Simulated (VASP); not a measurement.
# Ga in VASP: notebook

Runs on Ga. Level: PBE. Tasks: single point.

All numbers are computed with VASP 6.6.1; they aren't measurements. Logs are shortened: lines on timing, memory, paths and dates and some standing lists are left out, and cuts for length are marked.

**1. The structure**

The cell holds a slab with vacuum, 10 atoms: a = 2.900 Å, b = 5.355 Å, c = 14.079 Å, α = 90.00°, β = 90.00°, γ = 105.71°.

The slab is cut from a database's or a generator's crystal, which needn't be the stable form of the element.

**2. Single point, PBE**

Contents of INCAR:

```
SYSTEM = Ga
PREC = Accurate
ENCUT = 460
EDIFF = 1E-7
ISMEAR = 1
SIGMA = 0.1
LREAL = .False.
LASPH = .True.
NELM = 120
ALGO = Normal
ISIF = 2
LWAVE = .False.
LCHARG = .False.
LDIPOL = .True.
IDIPOL = 3
DIPOL = 0.5 0.5 0.500
GGA = PE
NBANDS = 83
LVHAR = .True.
LVACPOTAV = .True.
```

Contents of KPOINTS:

```
Automatic mesh
0
Gamma
  10 10 1
  0 0 0
```

Contents of POSCAR:

```
Ga
1.0
    2.9000000000      0.0000000000      0.0000000000
   -1.4500000000      5.1549127054      0.0000000000
    0.0000000000      0.0000000000     14.0790365559
Ga
10
Direct
    0.4135949169      0.8271898337      0.1420551749
    0.1536454811      0.3072909622      0.1477368388
    0.6026750495      0.2053500990      0.3196071715
    0.3427256138      0.6854512275      0.3252888354
    0.7917551822      0.5835103643      0.4971591681
    0.5318057464      0.0636114928      0.5028408319
    0.9808353148      0.9616706296      0.6747111646
    0.7208858791      0.4417717581      0.6803928285
    0.1699154475      0.3398308949      0.8522631612
    0.9099660117      0.8199320234      0.8579448251
```

Potentials or basis: VASP PAW PBE potentials, release 64 (Ga_d).

Launch:

```console
cat potpaw_PBE.64/Ga_d/POTCAR > POTCAR
mpirun -np 1 vasp_std > vasp.out
```

OUTCAR:

```text
SYSTEM = Ga
   PREC = Accurate
   ENCUT = 460
   EDIFF = 1E-7
   ISMEAR = 1
   LREAL = .False.
   LASPH = .True.
   NELM = 120
   ISIF = 2
   GGA = PE

 Found     31 irreducible k-points:

 Following reciprocal coordinates:
            Coordinates               Weight
  0.000000  0.000000  0.000000      1.000000
  0.100000 -0.000000  0.000000      4.000000
  0.200000 -0.000000  0.000000      4.000000
  0.300000 -0.000000  0.000000      4.000000
  0.400000 -0.000000  0.000000      4.000000
  0.500000 -0.000000  0.000000      2.000000
   k-points           NKPTS =     31   k-points in BZ     NKDIM =     31   number of bands    NBANDS=     83
   number of dos      NEDOS =    301   number of ions     NIONS =     10
   total plane-waves  NPLWV =  78400
   dimension x,y,z NGX =    20 NGY =   40 NGZ =   98
   dimension x,y,z NGXF=    40 NGYF=   80 NGZF=  196
   ions per type =              10
   NGX,Y,Z   is equivalent  to a cutoff of  11.47, 12.42, 11.57 a.u.
   NGXF,Y,Z  is equivalent  to a cutoff of  22.93, 24.84, 23.14 a.u.
 SYSTEM =  Ga
   PREC   = accura    normal or accurate (medium, high low for compatibility)
   ISTART =      0    job   : 0-new  1-cont  2-samecut
   ICHARG =      2    charge: 1-file 2-atom 10-const
   ISPIN  =      1    spin polarized calculation?
   LNONCOLLINEAR =      F non collinear calculations
   LSORBIT =      F    spin-orbit coupling
   LASPH  =      T    aspherical Exc in radial PAW
   ENCUT  =  460.0 eV  33.81 Ry    5.81 a.u.   5.07  9.36 24.62*2*pi/ulx,y,z
   NELM   =    120;   NELMIN=  2; NELMDL= -5     # of ELM steps
   EDIFF  = 0.1E-06   stopping-criterion for ELM
   LREAL  =      F    real-space projection
   EDIFFG = 0.1E-05   stopping-criterion for IOM
   NSW    =      0    number of steps for IOM
   IBRION =     -1    ionic relax: 0-MD 1-quasi-New 2-CG
   NFREE  =      0    steps in history (QN), initial steepest desc. (CG)
   ISIF   =      2    stress and relaxation
   ISYM   =      2    0-nonsym 1-usesym 2-fastsym
   POTIM  = 0.5000    time-step for ionic-motion
   TEBEG  =    0.0;   TEEND  =   0.0 temperature during run
   PSTRESS=    0.0 pullay stress
   NELECT =     130.0000    total number of electrons
   NUPDOWN=      -1.0000    fix difference up-down
   EMIN   =  10.00;   EMAX   =-10.00  energy-range for DOS
   EFERMI =   0.00;   METHOD = LEGACY
   ISMEAR =     1;   SIGMA  =   0.10  broadening in eV -4-tet -1-fermi 0-gaus
   EFERMI_NEDOS =   21; number of points for ismear=-14 and -15
   IALGO  =     38    algorithm
   IMIX   =      4    mixing-type and parameters
     AMIX     =   0.40;   BMIX     =  1.00
     AMIX_MAG =   1.60;   BMIX_MAG =  1.00
  volume/ion in A,a.u.               =      21.05       142.03
  Fermi-wavevector in a.u.,A,eV,Ry     =   1.394200  2.634657 26.446933  1.943795
  Thomas-Fermi vector in A             =   2.517773
   LORBIT       =      0    0 simple, 1 ext, 2 COOP (PROOUT), +10 PAW based schemes
   GGA     = PE    functional components
   LHFCALC =     F    Hartree Fock is set to
   AEXX    =    0.0000 exact exchange contribution
   IVDW    =     0    specifies the selected vdW correction
   LEPSILON=     F    determine dielectric tensor
   LRPA    =     F    only Hartree local field effects (RPA)
 non-spin polarized calculation
 Methfessel and Paxton  Order N= 1 SIGMA  =   0.10
  energy-cutoff  :      460.00
  volume of cell :      210.47
 maximum number of plane-waves:      4751
   NGX = 11   NGY = 19   NGZ = 49

 number of electron     130.0000013 magnetization

 dipolmoment           0.000000      0.000000      0.000000 electrons x Angstroem

 Free energy of the ion-electron system (eV)
  ---------------------------------------------------
  ext. energy  EPLUGINS =         0.00000000
  ---------------------------------------------------
  free energy    TOTEN  =       -28.22605700 eV

  energy without entropy =      -28.22484409  energy(sigma->0) =      -28.22565269

 E-fermi :   4.4390     XC(G=0): -10.2943

 val. band max:        4.4384693166   @ k =   0.5000  -0.0000   0.0000
 cond. band min:       4.4412362434   @ k =   0.0000   0.3000   0.0000
 fundamental gap:      0.0027669268
 Fermi energy:         4.4390415151

 k-point     1 :       0.0000    0.0000    0.0000
  band No.  band energies     occupation
      1     -10.6219      2.00000
      2     -10.6185      2.00000
      3     -10.6057      2.00000
      4     -10.5948      2.00000
      5     -10.5809      2.00000
      6     -10.5782      2.00000
[... 69 lines left out ...]
     76      12.3600      0.00000
     77      12.4836      0.00000

 k-point     2 :       0.1000   -0.0000    0.0000
  band No.  band energies     occupation
      1     -10.6143      2.00000
      2     -10.6096      2.00000
      3     -10.5949      2.00000
      4     -10.5816      2.00000
      5     -10.5778      2.00000
      6     -10.5682      2.00000
[... 69 lines left out ...]
     76      10.2808      0.00000
     77      10.8254      0.00000

 k-point     3 :       0.2000   -0.0000    0.0000
  band No.  band energies     occupation
      1     -10.6072      2.00000
      2     -10.5848      2.00000
      3     -10.5828      2.00000
      4     -10.5733      2.00000
      5     -10.5571      2.00000
      6     -10.5447      2.00000
[... 69 lines left out ...]
     76       8.6633      0.00000
     77       8.9513      0.00000

 k-point     4 :       0.3000   -0.0000    0.0000
  band No.  band energies     occupation
      1     -10.6046      2.00000
      2     -10.5785      2.00000
      3     -10.5764      2.00000
      4     -10.5635      2.00000
      5     -10.5577      2.00000
      6     -10.5375      2.00000
[... 69 lines left out ...]
     76       8.0034      0.00000
     77       8.2693      0.00000

 k-point     5 :       0.4000   -0.0000    0.0000
  band No.  band energies     occupation
      1     -10.6077      2.00000
      2     -10.5879      2.00000
      3     -10.5832      2.00000
      4     -10.5757      2.00000
      5     -10.5637      2.00000
      6     -10.5502      2.00000
[... 69 lines left out ...]
     76       7.8659      0.00000
     77       8.1844      0.00000

 k-point     6 :       0.5000   -0.0000    0.0000
  band No.  band energies     occupation
      1     -10.6051      2.00000
      2     -10.6047      2.00000
      3     -10.5839      2.00000
      4     -10.5838      2.00000
      5     -10.5687      2.00000
      6     -10.5635      2.00000
[... 69 lines left out ...]
     76       8.0939      0.00000
     77       8.4363      0.00000

 [... further k-points ...]

 [bands above 77 left out]

------------------------ aborting loop because EDIFF is reached ----------------------------------------

  FORCE on cell =-STRESS in cart. coord.  units (eV):
  Direction    XX          YY          ZZ          XY          YZ          ZX
  --------------------------------------------------------------------------------------
  -------------------------------------------------------------------------------------
  Total       -3.3748941     -0.5181137      3.0880383      0.0000000     -0.3833109      0.0000000
  in kB      -25.6908507     -3.9440590     23.5072061      0.0000000     -2.9178940      0.0000000
  external PRESSURE =      -2.0425679 kB  Pullay stress =       0.0000000 kB

 VOLUME and BASIS-vectors are now :
 -----------------------------------------------------------------------------
  energy-cutoff  :      460.00
  volume of cell :      210.47
      direct lattice vectors                 reciprocal lattice vectors
     2.900000000  0.000000000  0.000000000     0.344827586  0.096994853  0.000000000
    -1.450000000  5.154912705  0.000000000     0.000000000  0.193989706  0.000000000
     0.000000000  0.000000000 14.079036556     0.000000000  0.000000000  0.071027587

 POSITION                                       TOTAL-FORCE (eV/Angst)
 -----------------------------------------------------------------------------------
      0.00000      4.26409      2.00000        -0.000000      0.139614     -0.339914
      0.00000      1.58406      2.07999         0.000000     -0.078524     -0.254962
      1.45000      1.05856      4.49976        -0.000000      0.134340     -0.003289
      0.00000      3.53344      4.57975         0.000000     -0.164707      0.162709
      1.45000      3.00794      6.99952         0.000000      0.090062     -0.110397
      1.45000      0.32791      7.07951         0.000000     -0.090062      0.110397
      1.45000      4.95733      9.49928         0.000000      0.164707     -0.162709
      1.45000      2.27729      9.57928         0.000000     -0.134340      0.003289
      0.00000      1.75180     11.99904        -0.000000      0.078524      0.254962
      1.45000      4.22668     12.07904         0.000000     -0.139614      0.339914
 -----------------------------------------------------------------------------------
    total drift:                                0.000078      0.000017      0.000049

  FREE ENERGIE OF THE ION-ELECTRON SYSTEM (eV)
  ---------------------------------------------------
  free  energy   TOTEN  =       -28.2260569955 eV

  energy  without entropy=      -28.2248440913  energy(sigma->0) =      -28.22565269
```

It took 8 min on 1 thread of Intel Xeon Platinum 8559C (Emerald Rapids), shared host; peak memory 0.43 GiB.

The run converged, but some of its settings lie outside the range that counts as converged, so its numbers aren't taken as properties of the slab.

What came out:

```yaml
Free_energy: -28.2261 eV
Largest_force: 0.367 eV/Å
Band_gap_on_the_k_mesh: none (metal or under the smearing width)
```

**3. Single point, PBE**

This run uses another cell than the first one, of 24.04 Å³/atom, 1.142 times its volume.

INCAR is that of step 2.

KPOINTS is that of step 2.

Contents of POSCAR:

```
Ga
1.0
    2.9000000000      0.0000000000      0.0000000000
   -1.4500000000      5.1549127054      0.0000000000
    0.0000000000      0.0000000000     16.0790365559
Ga
10
Direct
    0.4135949169      0.8271898337      0.1865783431
    0.1536454811      0.3072909622      0.1915532901
    0.6026750495      0.2053500990      0.3420454348
    0.3427256138      0.6854512275      0.3470203818
    0.7917551822      0.5835103643      0.4975125265
    0.5318057464      0.0636114928      0.5024874735
    0.9808353148      0.9616706296      0.6529796182
    0.7208858791      0.4417717581      0.6579545652
    0.1699154475      0.3398308949      0.8084467099
    0.9099660117      0.8199320234      0.8134216569
```

Potentials or basis: VASP PAW PBE potentials, release 64 (Ga_d).

Launch:

```console
cat potpaw_PBE.64/Ga_d/POTCAR > POTCAR
mpirun -np 1 vasp_std > vasp.out
```

OUTCAR:

```text
SYSTEM = Ga
   PREC = Accurate
   ENCUT = 460
   EDIFF = 1E-7
   ISMEAR = 1
   LREAL = .False.
   LASPH = .True.
   NELM = 120
   ISIF = 2
   GGA = PE

 Found     31 irreducible k-points:

 Following reciprocal coordinates:
            Coordinates               Weight
  0.000000  0.000000  0.000000      1.000000
  0.100000  0.000000  0.000000      4.000000
  0.200000  0.000000  0.000000      4.000000
  0.300000  0.000000  0.000000      4.000000
  0.400000  0.000000  0.000000      4.000000
  0.500000  0.000000  0.000000      2.000000
   k-points           NKPTS =     31   k-points in BZ     NKDIM =     31   number of bands    NBANDS=     83
   number of dos      NEDOS =    301   number of ions     NIONS =     10
   total plane-waves  NPLWV =  89600
   dimension x,y,z NGX =    20 NGY =   40 NGZ =  112
   dimension x,y,z NGXF=    40 NGYF=   80 NGZF=  224
   ions per type =              10
   NGX,Y,Z   is equivalent  to a cutoff of  11.47, 12.42, 11.58 a.u.
   NGXF,Y,Z  is equivalent  to a cutoff of  22.93, 24.84, 23.16 a.u.
 SYSTEM =  Ga
   PREC   = accura    normal or accurate (medium, high low for compatibility)
   ISTART =      0    job   : 0-new  1-cont  2-samecut
   ICHARG =      2    charge: 1-file 2-atom 10-const
   ISPIN  =      1    spin polarized calculation?
   LNONCOLLINEAR =      F non collinear calculations
   LSORBIT =      F    spin-orbit coupling
   LASPH  =      T    aspherical Exc in radial PAW
   ENCUT  =  460.0 eV  33.81 Ry    5.81 a.u.   5.07  9.36 28.12*2*pi/ulx,y,z
   NELM   =    120;   NELMIN=  2; NELMDL= -5     # of ELM steps
   EDIFF  = 0.1E-06   stopping-criterion for ELM
   LREAL  =      F    real-space projection
   EDIFFG = 0.1E-05   stopping-criterion for IOM
   NSW    =      0    number of steps for IOM
   IBRION =     -1    ionic relax: 0-MD 1-quasi-New 2-CG
   NFREE  =      0    steps in history (QN), initial steepest desc. (CG)
   ISIF   =      2    stress and relaxation
   ISYM   =      2    0-nonsym 1-usesym 2-fastsym
   POTIM  = 0.5000    time-step for ionic-motion
   TEBEG  =    0.0;   TEEND  =   0.0 temperature during run
   PSTRESS=    0.0 pullay stress
[... 21 lines left out ...]
 Methfessel and Paxton  Order N= 1 SIGMA  =   0.10
  energy-cutoff  :      460.00
  volume of cell :      240.37
 maximum number of plane-waves:      5407
   NGX = 11   NGY = 19   NGZ = 57

 dipolmoment           0.000000      0.000000     -0.000000 electrons x Angstroem

 number of electron     130.0000003 magnetization

 dipolmoment           0.000000      0.000000      0.000000 electrons x Angstroem

 Free energy of the ion-electron system (eV)
  ---------------------------------------------------
  ext. energy  EPLUGINS =         0.00000000
  ---------------------------------------------------
  free energy    TOTEN  =       -28.11493461 eV

  energy without entropy =      -28.11480253  energy(sigma->0) =      -28.11489058

 E-fermi :   3.4249     XC(G=0):  -9.2729

 val. band max:        3.4198269458   @ k =   0.1000   0.4000   0.0000
 cond. band min:       3.4315012102   @ k =   0.4000   0.0000   0.0000
 fundamental gap:      0.0116742644
 Fermi energy:         3.4249127528

 k-point     1 :       0.0000    0.0000    0.0000
  band No.  band energies     occupation
      1     -11.6853      2.00000
      2     -11.6841      2.00000
      3     -11.6686      2.00000
      4     -11.6638      2.00000
      5     -11.6333      2.00000
      6     -11.6268      2.00000
[... 469 lines left out ...]
     76       6.9999      0.00000
     77       7.3343      0.00000

 [... further k-points ...]

 [bands above 77 left out]

------------------------ aborting loop because EDIFF is reached ----------------------------------------

  FORCE on cell =-STRESS in cart. coord.  units (eV):
  Direction    XX          YY          ZZ          XY          YZ          ZX
  --------------------------------------------------------------------------------------
  -------------------------------------------------------------------------------------
  Total       -2.7229568      1.2428508      1.3840578      0.0000000     -0.3426094      0.0000000
  in kB      -18.1498066      8.2841934      9.2254059      0.0000000     -2.2836550      0.0000000
  external PRESSURE =      -0.2134024 kB  Pullay stress =       0.0000000 kB

 VOLUME and BASIS-vectors are now :
 -----------------------------------------------------------------------------
  energy-cutoff  :      460.00
  volume of cell :      240.37
      direct lattice vectors                 reciprocal lattice vectors
     2.900000000  0.000000000  0.000000000     0.344827586  0.096994853  0.000000000
    -1.450000000  5.154912705  0.000000000     0.000000000  0.193989706  0.000000000
     0.000000000  0.000000000 16.079036556     0.000000000  0.000000000  0.062192781

 POSITION                                       TOTAL-FORCE (eV/Angst)
 -----------------------------------------------------------------------------------
      0.00000      4.26409      3.00000        -0.000000      0.127247     -0.137320
      0.00000      1.58406      3.07999        -0.000000     -0.073195     -0.117721
      1.45000      1.05856      5.49976         0.000000      0.119896     -0.018059
      0.00000      3.53344      5.57975        -0.000000     -0.166224      0.148544
      1.45000      3.00794      7.99952         0.000000      0.060500     -0.140419
      1.45000      0.32791      8.07951         0.000000     -0.060500      0.140419
      1.45000      4.95733     10.49928         0.000000      0.166224     -0.148544
      1.45000      2.27729     10.57928         0.000000     -0.119896      0.018059
      0.00000      1.75180     12.99904         0.000000      0.073195      0.117721
      1.45000      4.22668     13.07904         0.000000     -0.127247      0.137320
 -----------------------------------------------------------------------------------
    total drift:                                0.000076      0.000016      0.000024

  FREE ENERGIE OF THE ION-ELECTRON SYSTEM (eV)
  ---------------------------------------------------
  free  energy   TOTEN  =       -28.1149346076 eV

  energy  without entropy=      -28.1148025348  energy(sigma->0) =      -28.11489058
```

It took 8.2 min on 1 thread of Intel Xeon Platinum 8559C (Emerald Rapids), shared host; peak memory 0.49 GiB.

These settings aren't checked as converged: the numbers below hold their error.

What came out:

```
Free energy            : -28.1149 eV
Largest force          : 0.223 eV/Å
Band gap on the k mesh : none (metal or under the smearing width)
```
